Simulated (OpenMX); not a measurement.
Runs of OpenMX 3.8.5 on SnSe2. It takes space group P-3m1 (No. 164, trigonal). The conventional cell has a = 3.811 Å, b = 3.811 Å, c = 6.136 Å, α = 90.00°, β = 90.00°, γ = 120.00°. Sn (site symmetry -3m) is surrounded by 6 Se at 2.68 Å. Se (site symmetry 3m) is surrounded by 3 Sn at 2.68 Å. 

| spin | k mesh | SCF threshold | gap on the mesh (eV) | moment (μB) | largest force (eV/Å) |
| --- | --- | --- | --- | --- | --- |
| non-collinear, zero start, SOC | 7 × 7 × 5 | 1e-07 Ha | 0.69 | 0.00 | (b) |
| non-collinear, zero start | 5 × 5 × 3 | 1e-07 Ha | 0.74 | 0.00 | 1.07 |
| off | 9 × 9 × 5 | 1e-08 Ha | 0.71 | - | (a) |
| non-collinear, zero start, SOC | 5 × 5 × 3 | 1e-07 Ha | 0.69 | 0.00 | 1.08 |

Alike in all rows: task band structure; level PBE; potentials or basis OpenMX 2013 PBE set, Sn7.0-s3p2d2, Se7.0-s3p2d2, grid cutoff 500 Ry; cell as given; smearing fermi-dirac 0.05 eV.

**Question.** Fill in the values left out.

**Answer.** (a) 1.11; (b) 1.12.

Caveats: the basis of atomic orbitals isn't converged, which shifts pressures, moduli and gaps; forces of over 1 eV/Å show positions far from the minimum, so gaps and moduli don't describe the material at rest; total energies with and without spin-orbit coupling shouldn't be compared in this program (some runs); spin-orbit coupling is left out, which moves the levels of the heavy elements (some runs).

A k mesh can miss the band edges, and rows without SOC leave out spin-orbit coupling on Se, Sn.
